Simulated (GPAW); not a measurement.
## Nb: band structure with r2SCAN

Crystal: Nb.

```
Nb
1.0
    -1.66395    1.66395    1.66395
     1.66395   -1.66395    1.66395
     1.66395    1.66395   -1.66395
Nb
1
Direct
  0.00000 0.00000 0.00000
```

```yaml
Program: GPAW 26.7.0
Task: band structure
Functional: r2SCAN
Potentials_or_basis: GPAW PAW data sets (gpaw-data 1.2.1)
Cutoff: 600 eV
Basis: pw
k_mesh: 8 × 8 × 8
Occupations: fermi-dirac, width 0.05 eV
Spin: spin-orbit coupling, no magnetisation
Maxiter: 150
Band_path: GHNGPH,PN
Band_points: 80
spin_axis_theta_degrees: 0
spin_axis_phi_degrees: 0
Soc_after_scf: second variation without the xc potential
```

```json
{
 "Pressure": "-3.7 GPa",
 "Band gap along the path": "none (metal or under the smearing width)"
}
```

Levels at the corners of the path, in eV from the Fermi level:
| point | band 10 | band 11 | band 12 | band 13 | band 14 | band 15 |
| --- | --- | --- | --- | --- | --- | --- |
| Γ | -6.09 | 0.52 | 0.52 | 0.52 | 0.52 | 0.63 |
| H | -3.63 | -3.63 | -3.63 | 5.74 | 5.74 | 5.74 |
| N | -3.68 | -1.53 | -1.53 | 2.25 | 2.25 | 3.58 |
| Γ | -6.09 | 0.52 | 0.52 | 0.52 | 0.52 | 0.63 |
| P | -1.16 | -1.01 | -1.01 | -1.01 | -1.01 | 4.43 |
| H | -3.63 | -3.63 | -3.63 | 5.74 | 5.74 | 5.74 |
| P | -1.16 | -1.01 | -1.01 | -1.01 | -1.01 | 4.43 |
| N | -3.68 | -1.53 | -1.53 | 2.25 | 2.25 | 3.58 |

It took 56 s on 1 thread of Arm Neoverse V1 (shared host), peak memory 0.28 GiB.

Caveat: spin-orbit coupling was added after a scalar SCF, so levels and gaps hold it while energy, forces, pressure and moments don't; this program's spin-orbit splittings come out too wide for heavy elements; the PAW data sets were made with another functional, which shifts forces and pressure a little.
